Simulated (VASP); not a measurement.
Here is a VASP 6.6.1 calculation.

The input INCAR:

```
  PREC = Accurate
  ENCUT = 520
  EDIFF = 1E-7
  ISMEAR = 0
  SIGMA = 0.1
  LREAL = F
  LASPH = T
  NELM = 100
  ALGO = Normal
  ISIF = 2
  LWAVE = F
  LCHARG = F
  GGA = PE
  NBANDS = 13
```

Contents of KPOINTS:

```
Automatic mesh
0
Gamma
  8 8 8
```

Contents of POSCAR:

```
TaH
1.0
    0.0000000000      2.1546434048      2.1546434048
    2.1546434048      0.0000000000      2.1546434048
    2.1546434048      2.1546434048      0.0000000000
Ta H
1 1
Direct
    0.0000000000      0.0000000000      0.0000000000
    0.5000000000      0.5000000000      0.5000000000
```

Potentials or basis: VASP PAW PBE potentials, release 64 (Ta_pv, H).

Run with:

```console
$ cat potpaw_PBE.64/Ta_pv/POTCAR potpaw_PBE.64/H/POTCAR > POTCAR
$ mpirun -np 1 vasp_std > vasp.out
```

(1) What does it give for the band gap on the k mesh?

(2) Estimate the pressure.

## Answers

(1) none (metal or under the smearing width).

(2) 0.3 GPa.
